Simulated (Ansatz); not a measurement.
Here is an Ansatz 0.2.0 calculation.

Contents of input.yaml:

```yaml
crystal:
  lattice:
    - [2.7036817444, 0.0, 0.0]
    - [0.0, 2.7036817444, 0.0]
    - [0.0, 0.0, 2.7036817444]
  atoms:
    - { symbol: As, position: [0.5, 0.5, 0.5] }
hamiltonian:
  xc: pbesol
  pseudopotentials: { kind: paw }
kpoints:
  mp_grid: { grid: [10, 10, 10] }
scf:
  occupations: { method: fermi_dirac, width: 0.05 }
output:
  forces: true
  stress: true
  eigenvalues: true
```

Potentials or basis: Ansatz PAW.

Launch:

```bash
$ ansatz run input.yaml --threads 2 --pin off --max-ram 5632MiB --backend cpu --events-out ev --progress --plain --runs-dir out
```

What does it give for the band gap on the k mesh?

None (metal or under the smearing width).

Predict the pressure.

-1.6 GPa.

Caveat: the PAW data sets come from PBE, with cores solved anew for the run's functional, which leaves a small shift of forces and pressure.
